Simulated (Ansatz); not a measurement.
## CsCl (Pm-3m): phonons

Level of theory: LDA, PAW on Ansatz 0.2.0's default frozen-core files (fitted under PBE), scalar-relativistic.

Cell and atoms were relaxed beforehand by PAW with this functional.

Launched as:

```sh
ansatz run input.yaml --threads 1 --pin off --max-ram 3072MiB --backend cpu --events-out ev --progress --plain --runs-dir out
```

Input file:

```yaml
crystal:
  lattice:
    - [3.96922695669, 0.0, 0.0]
    - [0.0, 3.96922695669, 0.0]
    - [0.0, 0.0, 3.96922695669]
  atoms:
    - { symbol: Cs, position: [0.0, 0.0, 0.0] }
    - { symbol: Cl, position: [0.5, 0.5, 0.5] }
kpoints:
  mp_grid: { grid: [6, 6, 6] }
scf:
  occupations: { method: fixed }
hamiltonian:
  xc: lda
  pseudopotentials: { kind: paw }
phonons:
  qmesh: [2, 2, 2]
  qpath:
    path:
      - [0.0, 0.0, 0.0]
      - [0.0, 0.5, 0.0]
      - [0.5, 0.5, 0.0]
      - [0.0, 0.0, 0.0]
      - [0.5, 0.5, 0.5]
      - [0.0, 0.5, 0.0]
      - [0.5, 0.5, 0.5]
      - [0.5, 0.5, 0.0]
    npoints: 6
  temperatures: { t_min: 0, t_max: 1000, t_step: 100 }
```

The program printed:

```
Warning: RAYON_NUM_THREADS=1 ignored (pool sized by the plan → 1); use --threads N
Engine: ansatz 0.2.0, x86_64-unknown-linux-gnu
Pseudopotentials: kind: paw
Pseudopotential: Cs, paw, valence charge 9, recommended cutoff 420 eV (normal), Cs.paw.azcp
Pseudopotential: Cl, paw, valence charge 7, recommended cutoff 420 eV (normal), Cl.paw.azcp
Functional definition: SPW92
  exchange = slater_x
  correlation = pw_c
Crystal: 4 atoms, lattice volume = 125.068 Å³
Basis set: ecut = 420 eV, 2441 PW (Γ), FFT grids on a1, a2, a2+a3
Bands: 20, of which v1, the nominal top of the filled ones, is band 16 counted from 1 (15 counted from 0)
Symmetry: 32 space group operations
k-points: 24 of 108
Non-local potential: Cs, projectors of the file, l = 0: 3, l = 1: 2, l = 2: 2, l = 3: 2
Non-local potential: Cl, projectors of the file, l = 0: 2, l = 1: 2, l = 2: 2
PAW form: soft (Blöchl's): semilocal exchange-correlation on the pseudo side does not see the compensation charge
PAW frozen core: Cs, regenerated for the run's functional, and the local potential with it (the file was generated under x = pbe(κ = 0.804, μ = 0.2195149727645171), c = pbe(β = 0.06672455060314922))
[... 167 lines left out ...]
  symmetry images taken by strict's conditions (phonons.symmetry_images: auto; settled by no image being taken that strict refuses)
  supercell 2 (2 cells, vectors [1, 0, 0], [0, 1, 0], [0, 0, 2] in multiples of the cell's): 2 displaced members by 0.0025 Å; free energy -13105.959314 eV; taken off its force constants: by the sum rule 2.9e-4, by the ...
  symmetry images taken by strict's conditions (phonons.symmetry_images: auto; settled by no image being taken that strict refuses)
  supercell 3 (2 cells, vectors [0, 1, -1], [-1, 1, 0], [0, 0, 2] in multiples of the cell's): 2 displaced members by 0.0025 Å; free energy -13105.959313 eV; taken off its force constants: by the sum rule 3.6e-4, by the ...
  symmetry images taken by strict's conditions (phonons.symmetry_images: auto; settled by no image being taken that strict refuses); asymmetry of the core-correction force 5.8e-15 eV/Å at the most on a site, 1.5e-14 eV/Å summed ...
  q = [0.0000, 0.0000, 0.0000] (star 1, supercell 1; hermiticity 0.00e0, symmetrization 5.54e-6): -0.00 0.00 0.00 111.22 111.22 111.22
  q = [0.0000, 0.0000, -0.5000] (star 3, supercell 2; hermiticity 1.24e-16, symmetrization 2.59e-16): 46.98 46.98 88.91 108.06 108.06 157.90
  q = [0.0000, -0.5000, -0.5000] (star 3, supercell 1; hermiticity 8.16e-17, symmetrization 6.98e-16): 42.08 61.26 61.26 98.72 130.67 130.67
  q = [-0.5000, -0.5000, -0.5000] (star 1, supercell 3; hermiticity 8.67e-17, symmetrization 7.41e-16): 68.21 68.21 68.21 133.46 133.46 133.46
  joined force constants: q→R imaginary residual 1.66e-17
  density of states and harmonic sums: on the 16×16×16 q-mesh, interpolated from the force constants of a 2×2×2 supercell (with the dipole–dipole term)
  largest difference from the sums on the solved wave vectors: F 8.98e-2 eV, S 1.22e-4 and C_V 3.22e-5 eV/K
```

Self-consistency was reached.

**Field response**

Linear response of an insulating crystal by Kohn-Sham DFT to a field and to zone-centre displacements, local fields included; Born charges neutralised; LO modes for wave vectors along x and z; Cartesian axes as in the input.

| Quantity | Value |
| --- | --- |
| Dielectric electronic (x, y, z) | 3.158, 3.158, 3.158 |
| Highest phonon with field along x | 169.2 cm⁻¹ |
| Highest phonon with field along z | 169.2 cm⁻¹ |
| Highest phonon without field | 111.2 cm⁻¹ |

| atom | born charge xx (e) | born charge yy (e) | born charge zz (e) |
| --- | --- | --- | --- |
| Cs1 | 1.351 | 1.351 | 1.351 |
| Cl2 | -1.351 | -1.351 | -1.351 |

Harmonic thermodynamics:

Harmonic phonons of a crystal by Kohn-Sham DFT at the given cell, standard atomic masses, acoustic sum rule imposed; negative wavenumbers are unstable modes; sums over wave vectors interpolated from the q mesh.

```json
{"Zero point energy": "16.86 meV/atom"}
```

```
temperature (K)  phonon heat capacity (k_B/atom)  phonon entropy (k_B/atom)  phonon free energy (meV/atom)
            100                            2.568                      2.735                           6.37
            200                             2.88                      4.643                         -26.21
            300                            2.945                      5.826                         -71.64
            400                            2.969                      6.677                         -125.7
            500                             2.98                      7.341                         -186.2
            600                            2.986                      7.885                         -251.9
            700                            2.989                      8.345                         -321.8
            800                            2.992                      8.745                         -395.5
            900                            2.993                      9.097                         -472.4
           1000                            2.995                      9.413                         -552.2
```

### Zone-centre phonons

Optical zone-centre levels upwards with Mulliken labels, activity, and the element with most of the kinetic energy.

```
Point group : m-3m
```

| number | phonon wavenumber (cm⁻¹) | label | infrared | raman | lead element |
| --- | --- | --- | --- | --- | --- |
| 1 | 111.2 | T1u | yes | no | Cl |

Limits of these numbers: frozen-core PAW files fitted under PBE, their cores solved anew for the functional of the run; coarse q mesh; no LO-TO term at the zone centre.

Time and hardware: 24 s on 1 thread of Intel(R) Xeon(R) 6975P-C (Granite Rapids), on a shared host, peak memory 0.51 GiB.
